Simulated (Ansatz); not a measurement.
LiF in the zincblende structure, relaxed with r2SCAN in the plane-wave code Ansatz: space group F-43m (No. 216), cubic; a = 4.289 Å in the conventional setting, 9.86 Å³ an atom. Li is surrounded by 4 F at 1.86 Å; F is surrounded by 4 Li at 1.86 Å. The cell was then strained (x, y and z are the cube axes), with the atoms relaxed again; stress is positive in compression. Note: simulated data, non-magnetic, for a generated structure that need not be the stable one.

- Uniaxial -1.05 % along z, other directions held: r2SCAN's stress changes by +0.75 GPa along the strain and +0.57 GPa across it.
- Isotropic +1.22 % on every length: the pressure changes by -1.98 GPa, and the HSE06 gap (Γ) goes from 10.111 to 9.895 eV.
- Epitaxial strain of -0.65 % in the (001) plane: the free normal strain is +1.00 % and the in-plane stress changes by +0.29 GPa.
- In that film r2SCAN's threefold valence top at Γ splits as 2+1 from the top, by 0.028 eV.

Question: Estimate C₁₁, C₁₂ and the bulk modulus from the uniaxial step.

Answer: With compression positive, C₁₁ ≈ −Δσ∥/ε = (-0.75)/(-0.0105) = 71 GPa and C₁₂ ≈ (-0.57)/(-0.0105) = 54 GPa; B = (C₁₁ + 2C₁₂)/3 = 60 GPa. A one-sided step carries third-order terms: it reads high by some per cent.

Question: What bulk modulus does the isotropic step give?

Answer: Δ ln V = 3 ln(1.0122) = +0.0364, so B ≈ −ΔP/Δ ln V = 54 GPa, against 60 GPa from C₁₁ and C₁₂; one-sided steps of finite size carry third-order terms.

Question: Give the volume deformation potential of that gap and its pressure coefficient.

Answer: a_V = ΔE_g/Δ ln V = (-0.216)/(+0.0364) = -5.94 eV; dE_g/dP = −a_V/B = +109 meV/GPa, with HSE06's gap and r2SCAN's modulus.

Question: What do the film's normal strain and stress say about the elastic constants?

Answer: ε⊥/ε∥ = (+0.0100)/(-0.0065) = -1.54, which linear elasticity sets to −2C₁₂/C₁₁ = -1.52 from the uniaxial step. The biaxial modulus is M = −Δσ/ε∥ = 45 GPa (C₁₁ + C₁₂ − 2C₁₂²/C₁₁ = 43 GPa).

Question: How much elastic energy does the film store, with 9.86 Å³ an atom?

Answer: u = M ε∥² = −Δσ ε∥ = -0.29 × (-0.0065) = 0.0019 GPa, and 1 GPa Å³ is 6.2415 meV: 0.12 meV an atom. The total energies of the two runs differ by 0.13 meV an atom.

Question: Extract the shear deformation potential b.

Answer: Without spin-orbit coupling the splitting is 3|b| |ε_zz − ε_xx| = 3|b| × 0.0165, so |b| = 0.028/0.0495 = 0.57 eV.

The meshes of the hybrids are coarse, so their gaps aren't converged to the digits shown.
